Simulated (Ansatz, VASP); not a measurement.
## Mo in VASP and in Ansatz

Contents of INCAR:

```
PREC = Accurate ; ENCUT = 520
EDIFF = 1E-6 ; ISMEAR = -1
SIGMA = 0.08 ; LREAL = False
LASPH = True ; NELM = 100
ALGO = Normal ; ISIF = 2
LWAVE = False ; LCHARG = True
GGA = PE ; LELF = True
LVHAR = True ; NBANDS = 13
```

Contents of KPOINTS:

```
Automatic mesh
0
Gamma
  16 16 16
```

The input POSCAR:

```
Mo
1.0
    2.2553198533      0.0000000000      0.0000000000
    0.0000000000      2.2553198533      0.0000000000
    0.0000000000      0.0000000000      2.2553198533
Mo
1
Direct
    0.0000000000      0.0000000000      0.0000000000
```

Input for Ansatz:

```yaml
crystal:
  lattice:
    - [2.2553198533, 0.0, 0.0]
    - [0.0, 2.2553198533, 0.0]
    - [0.0, 0.0, 2.2553198533]
  atoms:
    - { symbol: Mo, position: [0.0, 0.0, 0.0] }
kpoints:
  mp_grid: { grid: [16, 16, 16] }
scf:
  occupations: { method: fermi_dirac, width: 0.08 }
hamiltonian:
  xc: pbe
  pseudopotentials: { kind: all_electron, lapw: { basis_error: 0.001 } }
output:
  forces: true
  stress: true
  eigenvalues: true
  populations: true
```

Change from the starting cell: volume scaled by 0.65, LAPW.

Alike in both runs: task single point; functional PBE; k mesh 16 × 16 × 16; occupations fermi-dirac, width 0.08 eV; no spin polarisation.

|  | VASP | Ansatz |
| --- | --- | --- |
| version | VASP 6.6.1 | Ansatz 0.2.0 |
| potentials or method | VASP PAW PBE potentials, release 64 (Mo_sv) | all-electron LAPW, scalar-relativistic |
| plane-wave cutoff (eV) | 520 | see its input |

VASP gave:

* pressure (GPa): 198.6

Question: What did Ansatz give for the same quantities?

Answer: Pressure (GPa): 194.1.

Ansatz ran all-electron here, so the differences hold the error of VASP's frozen core and of both bases.

Caveats: the cell as given lies far from equilibrium; so large a pressure means that the cell lies far from this level's equilibrium, or that cutoff or potentials fall short (VASP).
